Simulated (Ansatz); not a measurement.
Theory: DFT PBE, scalar-relativistic, plane waves, PAW in Ansatz 0.2.0. Settings: cutoff 420 eV, Γ-centred meshes spaced at most about 0.3 Å⁻¹, and about 0.25 Å⁻¹ or finer for metals (2π included), Gaussian smearing. No spin polarisation.

Each guess is relaxed in cell and atoms at zero pressure, on a coarse mesh first where it starts far from rest and then on a converged one. The steps can't lower the symmetry of the start, but it can rise. Energies are static (0 K, no zero-point motion).

Two unrelaxed guesses for HPb4:

Guess 1.

```cif
data_structure
_symmetry_space_group_name_H-M 'Im-3m'
_symmetry_Int_Tables_number 229
_cell_length_a 6.3076
_cell_length_b 6.3076
_cell_length_c 6.3076
_cell_angle_alpha 90.000
_cell_angle_beta 90.000
_cell_angle_gamma 90.000
_cell_volume 250.95
loop_
_atom_site_label
_atom_site_type_symbol
_atom_site_symmetry_multiplicity
_atom_site_Wyckoff_symbol
_atom_site_fract_x
_atom_site_fract_y
_atom_site_fract_z
_atom_site_occupancy
H1 H 2 a 0.00000 0.00000 0.00000 1
Pb1 Pb 8 c 0.25000 0.25000 0.25000 1
```

Guess 2.

```cif
data_structure
_symmetry_space_group_name_H-M 'P6/mmm'
_symmetry_Int_Tables_number 191
_cell_length_a 4.6572
_cell_length_b 4.6572
_cell_length_c 7.8776
_cell_angle_alpha 90.000
_cell_angle_beta 90.000
_cell_angle_gamma 120.000
_cell_volume 147.97
loop_
_atom_site_label
_atom_site_type_symbol
_atom_site_symmetry_multiplicity
_atom_site_Wyckoff_symbol
_atom_site_fract_x
_atom_site_fract_y
_atom_site_fract_z
_atom_site_occupancy
H1 H 1 b 0.00000 0.00000 0.50000 1
Pb1 Pb 4 h 0.33333 0.66667 0.78643 1
```

**Question.** Which guess leads to the lower structure, and by how much?

**Answer.** Guess 1 ends lower, by 206 meV/atom. Guess 1: Im-3m at 25.1 Å³/atom → Im-3m at 27.8 Å³/atom; Guess 2: P6/mmm at 29.6 Å³/atom → P6/mmm at 32.3 Å³/atom. Counting Pb atoms around H (those within 1.25 times the shortest such distance or 1.15 times the sum of covalent radii, 1.27 where that leaves under three; the shortest distance is added where it exceeds 1.18 times the sum of covalent radii), the end of guess 1 has H 8 from 2.8 Å and the end of guess 2 has H 12 from 3.5 Å. End of guess 1. Conventional cell: a = 6.527 Å. Around H lie 8 Pb at 2.83 Å; Pb has 2 H at 2.83 Å and 6 Pb at 3.26 Å. End of guess 2. Conventional cell: a = 5.373 Å, c = 6.458 Å. H is surrounded by 12 Pb at 3.48 Å (long against the sum of covalent radii); around Pb lie 5 Pb at 3.10–3.31 Å and 3 H at 3.48 Å.

Ends held by symmetry can be saddle points. Neither end is the lowest form computed: that has space group Pm-3m (No. 221) and lies 188 meV/atom below the better end. Even the lowest of the cells shown lies +0.37 eV/atom against the elements. Spin–orbit coupling, which can matter for Pb, is left out. H stands nearly free of neighbours here, and without spin polarisation the energy of such atoms comes out too high. With hydrogen, zero-point motion can shift such differences by 10 meV/atom or more. Some structure types and database cells were kept out of the candidates from the start, so a known form may be missing.
